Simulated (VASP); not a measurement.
# CdTe (F-43m) in VASP: further runs

Runs on CdTe. Level: PBEsol. Tasks: single point.

All numbers are computed with VASP 6.6.1; they aren't measurements. Logs are shortened: lines on timing, memory, paths and dates and some standing lists are left out, and cuts for length are marked.

**What was measured.**

From a printed reference work, data compilation, for a bulk crystal of CdTe at 0 K: band gap 1.607 eV.

The runs below are set against these values where they give the same quantity.

**1. The cell of the first run**

It takes space group F-43m (No. 216, cubic). Conventional cell: a = 6.494 Å, b = 6.494 Å, c = 6.494 Å, α = 90.00°, β = 90.00°, γ = 90.00°. Cd (site symmetry -43m) has 4 Te at 2.81 Å within 3.7 Å. Te (site symmetry -43m) has 4 Cd at 2.81 Å within 3.7 Å.

**2. Single point, PBEsol**

Contents of INCAR:

```
SYSTEM = CdTe
PREC = Accurate ; ENCUT = 520
EDIFF = 1E-7 ; ISMEAR = 0
SIGMA = 0.01 ; LREAL = .False.
LASPH = .True. ; NELM = 100
ALGO = Normal ; ISIF = 2
LWAVE = .False. ; LCHARG = .False.
GGA = PS ; NBANDS = 16
```

Contents of KPOINTS:

```
regular mesh
0
Gamma
  6 6 6
  0 0 0
```

Contents of POSCAR:

```
CdTe
1.0
    0.0000000000      3.2471758892      3.2471758892
    3.2471758892      0.0000000000      3.2471758892
    3.2471758892      3.2471758892      0.0000000000
Cd Te
1 1
Direct
    0.0000000000      0.0000000000      0.0000000000
    0.2500000000      0.2500000000      0.2500000000
```

Potentials or basis: VASP PAW PBE potentials, release 64 (Cd, Te).

The run is started by

```sh
$ cat potpaw_PBE.64/Cd/POTCAR potpaw_PBE.64/Te/POTCAR > POTCAR
$ mpirun -np 1 vasp_std > vasp.out
```

OUTCAR:

```text
SYSTEM = CdTe
   PREC = Accurate
   ENCUT = 520
   EDIFF = 1E-7
   ISMEAR = 0
   LREAL = .False.
   LASPH = .True.
   NELM = 100
   ISIF = 2
   GGA = PS

 ion  position               nearest neighbor table
   1  0.000  0.000  0.000-   2 2.81   2 2.81   2 2.81   2 2.81
   2  0.250  0.250  0.250-   1 2.81   1 2.81   1 2.81   1 2.81

  LATTYP: Found a face centered cubic cell.
 ALAT       =     6.4943517784

  Lattice vectors:

 A1 = (   0.0000000000,   3.2471758892,   3.2471758892)
 A2 = (   3.2471758892,   0.0000000000,   3.2471758892)
 A3 = (   3.2471758892,   3.2471758892,   0.0000000000)

Analysis of symmetry for initial positions (statically):
=====================================================================
 Subroutine PRICEL returns:
 Original cell was already a primitive cell.

 Routine SETGRP: Setting up the symmetry group for a
 face centered cubic supercell.

 Subroutine GETGRP returns: Found 24 space group operations
 (whereof 24 operations were pure point group operations)
 out of a pool of 48 trial point group operations.

The static configuration has the point symmetry T_d .

Analysis of symmetry for dynamics (positions and initial velocities):
=====================================================================
 Subroutine PRICEL returns:
 Original cell was already a primitive cell.

 Routine SETGRP: Setting up the symmetry group for a
 face centered cubic supercell.

 Subroutine GETGRP returns: Found 24 space group operations
 (whereof 24 operations were pure point group operations)
 out of a pool of 48 trial point group operations.

The dynamic configuration has the point symmetry T_d .

 Subroutine INISYM returns: Found 24 space group operations
 (whereof 24 operations are pure point group operations),
 and found     1 'primitive' translations

----------------------------------------------------------------------------------------

                                     Primitive cell

  volume of cell :      68.4774

  direct lattice vectors                    reciprocal lattice vectors
     0.000000000  3.247175889  3.247175889    -0.153979956  0.153979956  0.153979956
     3.247175889  0.000000000  3.247175889     0.153979956 -0.153979956  0.153979956
     3.247175889  3.247175889  0.000000000     0.153979956  0.153979956 -0.153979956

  length of vectors
     4.592200182  4.592200182  4.592200182     0.266701107  0.266701107  0.266701107

  position of ions in fractional coordinates (direct lattice)
     0.000000000  0.000000000  0.000000000
     0.250000000  0.250000000  0.250000000

  ion indices of the primitive-cell ions
   primitive index   ion index
                 1           1
                 2           2

----------------------------------------------------------------------------------------

 KPOINTS: regular mesh

Automatic generation of k-mesh.
 Grid dimensions read from file:
 generate k-points for:    6    6    6

 Generating k-lattice:

  Cartesian coordinates                     Fractional coordinates (reciprocal lattice)
    -0.025663326  0.025663326  0.025663326     0.166666667  0.000000000  0.000000000
     0.025663326 -0.025663326  0.025663326     0.000000000  0.166666667  0.000000000
     0.025663326  0.025663326 -0.025663326     0.000000000  0.000000000  0.166666667

  Length of vectors
     0.044450184  0.044450184  0.044450184

  Shift w.r.t. Gamma in fractional coordinates (k-lattice)
     0.000000000  0.000000000  0.000000000

 Subroutine IBZKPT returns following result:
 ===========================================

 Found     16 irreducible k-points:

 Following reciprocal coordinates:
            Coordinates               Weight
  0.000000  0.000000  0.000000      1.000000
  0.166667  0.000000  0.000000      8.000000
  0.333333  0.000000  0.000000      8.000000
  0.500000  0.000000  0.000000      4.000000
  0.166667  0.166667  0.000000      6.000000
  0.333333  0.166667  0.000000     24.000000
[... 8 lines left out ...]
 -0.333333  0.333333  0.166667     24.000000
 -0.333333  0.500000  0.166667     12.000000
   k-points           NKPTS =     16   k-points in BZ     NKDIM =     16   number of bands    NBANDS=     16
   number of dos      NEDOS =    301   number of ions     NIONS =      2
   total plane-waves  NPLWV =  46656
   dimension x,y,z NGX =    36 NGY =   36 NGZ =   36
   dimension x,y,z NGXF=    72 NGYF=   72 NGZF=   72
   ions per type =               1   1
   NGX,Y,Z   is equivalent  to a cutoff of  13.03, 13.03, 13.03 a.u.
   NGXF,Y,Z  is equivalent  to a cutoff of  26.07, 26.07, 26.07 a.u.
 SYSTEM =  CdTe
   PREC   = accura    normal or accurate (medium, high low for compatibility)
   ISTART =      0    job   : 0-new  1-cont  2-samecut
   ICHARG =      2    charge: 1-file 2-atom 10-const
   ISPIN  =      1    spin polarized calculation?
   LNONCOLLINEAR =      F non collinear calculations
   LSORBIT =      F    spin-orbit coupling
   LASPH  =      T    aspherical Exc in radial PAW
   ENCUT  =  520.0 eV  38.22 Ry    6.18 a.u.   8.54  8.54  8.54*2*pi/ulx,y,z
   NELM   =    100;   NELMIN=  2; NELMDL= -5     # of ELM steps
   EDIFF  = 0.1E-06   stopping-criterion for ELM
   LREAL  =      F    real-space projection
   EDIFFG = 0.1E-05   stopping-criterion for IOM
   NSW    =      0    number of steps for IOM
   IBRION =     -1    ionic relax: 0-MD 1-quasi-New 2-CG
   NFREE  =      0    steps in history (QN), initial steepest desc. (CG)
   ISIF   =      2    stress and relaxation
   ISYM   =      2    0-nonsym 1-usesym 2-fastsym
   POTIM  = 0.5000    time-step for ionic-motion
   TEBEG  =    0.0;   TEEND  =   0.0 temperature during run
   PSTRESS=    0.0 pullay stress
   NELECT =      18.0000    total number of electrons
   NUPDOWN=      -1.0000    fix difference up-down
   EMIN   =  10.00;   EMAX   =-10.00  energy-range for DOS
   EFERMI =   0.00;   METHOD = LEGACY
   ISMEAR =     0;   SIGMA  =   0.01  broadening in eV -4-tet -1-fermi 0-gaus
   EFERMI_NEDOS =   21; number of points for ismear=-14 and -15
   IALGO  =     38    algorithm
   IMIX   =      4    mixing-type and parameters
     AMIX     =   0.40;   BMIX     =  1.00
     AMIX_MAG =   1.60;   BMIX_MAG =  1.00
  volume/ion in A,a.u.               =      34.24       231.05
  Fermi-wavevector in a.u.,A,eV,Ry     =   1.048697  1.981749 14.963205  1.099765
  Thomas-Fermi vector in A             =   2.183629
   LORBIT       =      0    0 simple, 1 ext, 2 COOP (PROOUT), +10 PAW based schemes
   GGA     = PS    functional components
   LHFCALC =     F    Hartree Fock is set to
   AEXX    =    0.0000 exact exchange contribution
   IVDW    =     0    specifies the selected vdW correction
   LEPSILON=     F    determine dielectric tensor
   LRPA    =     F    only Hartree local field effects (RPA)
 non-spin polarized calculation
 Gauss-broadening in eV      SIGMA  =   0.01
  energy-cutoff  :      520.00
  volume of cell :       68.48
 maximum number of plane-waves:      1868
 NGX is ok and might be reduce to    36
   NGX = 17   NGY = 17   NGZ = 17

 number of electron      17.9999998 magnetization

 Free energy of the ion-electron system (eV)
  ---------------------------------------------------
  ext. energy  EPLUGINS =         0.00000000
  ---------------------------------------------------
  free energy    TOTEN  =        -5.48367554 eV

  energy without entropy =       -5.48367554  energy(sigma->0) =       -5.48367554

 E-fermi :   2.2056     XC(G=0):  -8.7523

 val. band max:        2.1589636918   @ k =   0.0000   0.0000   0.0000
 cond. band min:       2.8008626918   @ k =   0.0000   0.0000   0.0000
 fundamental gap:      0.6418990000
 Fermi energy:         2.2056230528

 k-point     1 :       0.0000    0.0000    0.0000
  band No.  band energies     occupation
      1      -9.0174      2.00000
      2      -6.0798      2.00000
      3      -6.0798      2.00000
      4      -6.0798      2.00000
      5      -5.8197      2.00000
      6      -5.8197      2.00000
[... 8 lines left out ...]
     15      11.4908      0.00000
     16      11.4908      0.00000

 k-point     2 :       0.1667    0.0000    0.0000
  band No.  band energies     occupation
      1      -8.9171      2.00000
      2      -6.0612      2.00000
      3      -6.0612      2.00000
      4      -5.9986      2.00000
      5      -5.8209      2.00000
      6      -5.8209      2.00000
[... 8 lines left out ...]
     15      10.5743      0.00000
     16      10.5743      0.00000

 k-point     3 :       0.3333    0.0000    0.0000
  band No.  band energies     occupation
      1      -8.7159      2.00000
      2      -6.0293      2.00000
      3      -6.0293      2.00000
      4      -5.8170      2.00000
      5      -5.8170      2.00000
      6      -5.7245      2.00000
[... 8 lines left out ...]
     15      10.9794      0.00000
     16      10.9794      0.00000

 k-point     4 :       0.5000    0.0000    0.0000
  band No.  band energies     occupation
      1      -8.6169      2.00000
      2      -6.0168      2.00000
      3      -6.0168      2.00000
      4      -5.8108      2.00000
      5      -5.8108      2.00000
      6      -5.4782      2.00000
[... 8 lines left out ...]
     15      12.4025      0.00000
     16      12.4025      0.00000

 k-point     5 :       0.1667    0.1667    0.0000
  band No.  band energies     occupation
      1      -8.8840      2.00000
      2      -6.0424      2.00000
      3      -6.0424      2.00000
      4      -5.9997      2.00000
      5      -5.8280      2.00000
      6      -5.8121      2.00000
[... 8 lines left out ...]
     15      11.2127      0.00000
     16      11.7318      0.00000

 k-point     6 :       0.3333    0.1667    0.0000
  band No.  band energies     occupation
      1      -8.7175      2.00000
      2      -6.0175      2.00000
      3      -6.0062      2.00000
      4      -5.8714      2.00000
      5      -5.8063      2.00000
      6      -5.7489      2.00000
[... 8 lines left out ...]
     15      11.8114      0.00000
     16      11.8683      0.00000

 k-point     7 :       0.5000    0.1667    0.0000
  band No.  band energies     occupation
      1      -8.5870      2.00000
      2      -6.0029      2.00000
      3      -5.9907      2.00000
      4      -5.8361      2.00000
      5      -5.8079      2.00000
      6      -5.4544      2.00000
[... 8 lines left out ...]
     15      12.0529      0.00000
     16      12.4945      0.00000

 k-point     8 :      -0.3333    0.1667    0.0000
  band No.  band energies     occupation
      1      -8.6191      2.00000
      2      -6.0046      2.00000
      3      -6.0039      2.00000
      4      -5.8233      2.00000
      5      -5.8223      2.00000
      6      -5.5369      2.00000
[... 8 lines left out ...]
     15      11.2262      0.00000
     16      12.4018      0.00000

 k-point     9 :      -0.1667    0.1667    0.0000
  band No.  band energies     occupation
      1      -8.7835      2.00000
      2      -6.0400      2.00000
      3      -6.0258      2.00000
      4      -5.8729      2.00000
      5      -5.8295      2.00000
      6      -5.7973      2.00000
[... 8 lines left out ...]
     15      11.0456      0.00000
     16      11.8045      0.00000

 k-point    10 :       0.3333    0.3333    0.0000
  band No.  band energies     occupation
      1      -8.6204      2.00000
      2      -5.9611      2.00000
      3      -5.9611      2.00000
      4      -5.9115      2.00000
      5      -5.7968      2.00000
      6      -5.6363      2.00000
[... 8 lines left out ...]
     15      12.3994      0.00000
     16      13.9955      0.00000

 k-point    11 :       0.5000    0.3333    0.0000
  band No.  band energies     occupation
      1      -8.5258      2.00000
      2      -5.9600      2.00000
      3      -5.9399      2.00000
      4      -5.8859      2.00000
      5      -5.7978      2.00000
      6      -5.3900      2.00000
[... 8 lines left out ...]
     15      12.7994      0.00000
     16      13.5517      0.00000

 k-point    12 :      -0.3333    0.3333    0.0000
  band No.  band energies     occupation
      1      -8.5262      2.00000
      2      -5.9794      2.00000
      3      -5.9591      2.00000
      4      -5.8474      2.00000
      5      -5.8150      2.00000
      6      -5.3291      2.00000
[... 8 lines left out ...]
     15      11.1004      0.00000
     16      14.2387      0.00000

 k-point    13 :       0.5000    0.5000    0.0000
  band No.  band energies     occupation
      1      -8.4945      2.00000
      2      -5.9253      2.00000
      3      -5.9167      2.00000
      4      -5.9167      2.00000
      5      -5.7891      2.00000
      6      -5.3439      2.00000
[... 8 lines left out ...]
     15      12.9639      0.00000
     16      13.6548      0.00000

 k-point    14 :       0.5000    0.3333    0.1667
  band No.  band energies     occupation
      1      -8.5884      2.00000
      2      -5.9847      2.00000
      3      -5.9772      2.00000
      4      -5.8614      2.00000
      5      -5.8072      2.00000
      6      -5.5136      2.00000
[... 8 lines left out ...]
     15      12.3457      0.00000
     16      13.5131      0.00000

 k-point    15 :      -0.3333    0.3333    0.1667
  band No.  band energies     occupation
      1      -8.5262      2.00000
      2      -5.9772      2.00000
      3      -5.9626      2.00000
      4      -5.8444      2.00000
      5      -5.8168      2.00000
      6      -5.3284      2.00000
[... 8 lines left out ...]
     15      12.5421      0.00000
     16      13.3092      0.00000

 k-point    16 :      -0.3333    0.5000    0.1667
  band No.  band energies     occupation
      1      -8.4958      2.00000
      2      -5.9492      2.00000
      3      -5.9481      2.00000
      4      -5.8677      2.00000
      5      -5.8070      2.00000
      6      -5.2816      2.00000
[... 8 lines left out ...]
     15      13.1785      0.00000
     16      13.4136      0.00000

------------------------ aborting loop because EDIFF is reached ----------------------------------------

  FORCE on cell =-STRESS in cart. coord.  units (eV):
  Direction    XX          YY          ZZ          XY          YZ          ZX
  --------------------------------------------------------------------------------------
  -------------------------------------------------------------------------------------
  Total        0.0337713      0.0337713      0.0337713      0.0000000     -0.0000000      0.0000000
  in kB        0.7901533      0.7901533      0.7901533      0.0000000     -0.0000000      0.0000000
  external PRESSURE =       0.7901533 kB  Pullay stress =       0.0000000 kB

 VOLUME and BASIS-vectors are now :
 -----------------------------------------------------------------------------
  energy-cutoff  :      520.00
  volume of cell :       68.48
      direct lattice vectors                 reciprocal lattice vectors
     0.000000000  3.247175889  3.247175889    -0.153979956  0.153979956  0.153979956
     3.247175889  0.000000000  3.247175889     0.153979956 -0.153979956  0.153979956
     3.247175889  3.247175889  0.000000000     0.153979956  0.153979956 -0.153979956

 POSITION                                       TOTAL-FORCE (eV/Angst)
 -----------------------------------------------------------------------------------
      0.00000      0.00000      0.00000        -0.000000     -0.000000     -0.000000
      1.62359      1.62359      1.62359         0.000000      0.000000      0.000000
 -----------------------------------------------------------------------------------
    total drift:                               -0.000000     -0.000000     -0.000000

  FREE ENERGIE OF THE ION-ELECTRON SYSTEM (eV)
  ---------------------------------------------------
  free  energy   TOTEN  =        -5.4836755403 eV

  energy  without entropy=       -5.4836755403  energy(sigma->0) =       -5.48367554
```

It took 30 s on 1 thread of Intel Xeon 8259CL, shared host; peak memory 0.21 GiB.

What came out:

* Free energy: -5.4837 eV
* Pressure: 0.1 GPa
* Band gap on the k mesh: 0.64 eV, direct

Caveat: the PAW data sets were made with another functional, which shifts forces and pressure a little; spin-orbit coupling is left out, which moves the levels of the heavy elements.

**3. Single point, PBEsol**

This run uses another cell than the first one, of 35.23 Å³/atom, 1.029 times its volume.

Contents of INCAR:

```
SYSTEM = CdTe
  ALGO = Normal
  EDIFF = 1E-7
  ENCUT = 520
  GGA = PS
  ISIF = 2
  ISMEAR = 0
  LASPH = .True.
  LCHARG = .False.
  LREAL = .False.
  LWAVE = .False.
  NBANDS = 16
  NELM = 60
  PREC = Accurate
  SIGMA = 0.01
```

Contents of KPOINTS:

```
k-points
0
Gamma
  6 6 6
  0 0 0
```

Contents of POSCAR:

```
CdTe
1.0
    0.0000000000      3.2781032353      3.2781032353
    3.2781032353      0.0000000000      3.2781032353
    3.2781032353      3.2781032353      0.0000000000
Cd Te
1 1
Direct
    0.0000000000      0.0000000000      0.0000000000
    0.2500000000      0.2500000000      0.2500000000
```

Potentials or basis: VASP PAW PBE potentials, release 64 (Cd, Te).

The run is started by

```sh
$ cat potpaw_PBE.64/Cd/POTCAR potpaw_PBE.64/Te/POTCAR > POTCAR
$ mpirun -np 1 vasp_std > vasp.out
```

Wall time 32 s (1 thread of Intel Xeon 8259CL, shared host); peak memory 0.21 GiB.

It converged, with:

```yaml
Free_energy: -5.4777 eV
Pressure: -1.0 GPa
Band_gap_on_the_k_mesh: 0.56 eV, direct
```

Levels at points of the mesh, in eV from the valence-band top:
```tsv
k point	band 5	band 6	band 7	band 8	band 9	band 10	band 11	band 12	band 13	band 14
(0.00, 0.00, 0.00)	-7.90	-7.90	0.00	0.00	0.00	0.56	4.57	4.57	4.57	7.25
(0.50, 0.00, 0.00)	-7.90	-7.59	-4.28	-0.73	-0.73	1.70	5.14	5.14	6.90	8.40
(0.50, 0.50, 0.00)	-7.88	-7.46	-4.19	-1.77	-1.77	2.56	2.60	8.54	8.89	8.89
```

Caveat: the PAW data sets were made with another functional, which shifts forces and pressure a little; spin-orbit coupling is left out, which moves the levels of the heavy elements.

**4. Against experiment**

Step 2. A measured gap of CdTe is 1.607 eV (0 K; a printed reference work, data compilation); the calculated 0.64 eV misses it by -0.97 eV. Spin-orbit coupling on Cd, Te is left out. The value is that of PBEsol, without temperature or zero-point motion. Semilocal functionals fall short of measured gaps as a rule.

Step 3. Measured gap of CdTe: 1.607 eV (0 K; a printed reference work, data compilation). This calculation gives 0.56 eV (-1.05 eV). So large a miss can be the level of theory's own, or it may mean another phase, state or a wrong row. Spin-orbit coupling on Cd, Te is left out. The value is that of PBEsol, without temperature or zero-point motion. Semilocal functionals fall short of measured gaps as a rule.
